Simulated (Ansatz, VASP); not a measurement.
Hg2Se: VASP beside Ansatz

The input INCAR:

```
SYSTEM = Hg2Se
ALGO = Normal
EDIFF = 1E-6
EDIFFG = -0.01
ENCUT = 600
GGA = PE
IBRION = 2
ISIF = 3
ISMEAR = 0
LASPH = .True.
LCHARG = .False.
LREAL = .False.
LWAVE = .False.
NELM = 100
NSW = 100
PREC = Accurate
SIGMA = 0.1
```

The input KPOINTS:

```
k-points
0
Gamma
  12 12 12
  0 0 0
```

Contents of POSCAR:

```
Hg2Se
1.0
    0.0000000000      3.4898916386      3.4898916386
    3.4898916386      0.0000000000      3.4898916386
    3.4898916386      3.4898916386      0.0000000000
Hg Se
2 1
Direct
    0.2500000000      0.2500000000      0.2500000000
    0.7500000000      0.7500000000      0.7500000000
    0.0000000000      0.0000000000      0.0000000000
```

Input for Ansatz:

```yaml
crystal:
  lattice:
    - [0.0, 3.4898916386, 3.4898916386]
    - [3.4898916386, 0.0, 3.4898916386]
    - [3.4898916386, 3.4898916386, 0.0]
  atoms:
    - { symbol: Hg, position: [0.25, 0.25, 0.25] }
    - { symbol: Hg, position: [0.75, 0.75, 0.75] }
    - { symbol: Se, position: [0.0, 0.0, 0.0] }
basis:
  ecutwfc: 420
kpoints:
  mp_grid: { grid: [12, 12, 12] }
hamiltonian:
  xc: pbe
scf:
  occupations: { method: gaussian, width: 0.1 }
output:
  forces: true
  stress: true
  eigenvalues: true
relax:
  adjacent_minimum: "off"
  f_tol: 0.01
  max_steps: 80
  cell: { stress_tol: 0.05 }
```

Change from the starting cell: species swapped into the CeH2 type (Fm-3m, No. 225).

Alike in both runs: task relaxation of cell and atoms; functional PBE; k mesh 12 × 12 × 12; occupations gaussian, width 0.1 eV; no spin polarisation.

```csv
,VASP,Ansatz
version,VASP 6.6.1,Ansatz 0.2.0
potentials or method,"VASP PAW PBE potentials, release 64 (Hg, Se)","scalar-relativistic, plane waves, PAW"
plane-wave cutoff (eV),600,420
valence electrons in the cell,30,56
```

```csv
,VASP,Ansatz,Ansatz less VASP
"gap on the k mesh at the Fermi level, each at its own relaxed structure (eV)",none,none,-
relaxed volume (Å³/atom),28.45,28.34,-0.110
relaxed cell length with the largest relative difference (Å),4.942,4.935,-0.0064
```

A gap of «none» marks a metal or a gap that the smearing closes. The two sets of potentials don't hold the same shells in valence.

Spin-orbit coupling is left out, which matters for the levels of Hg.
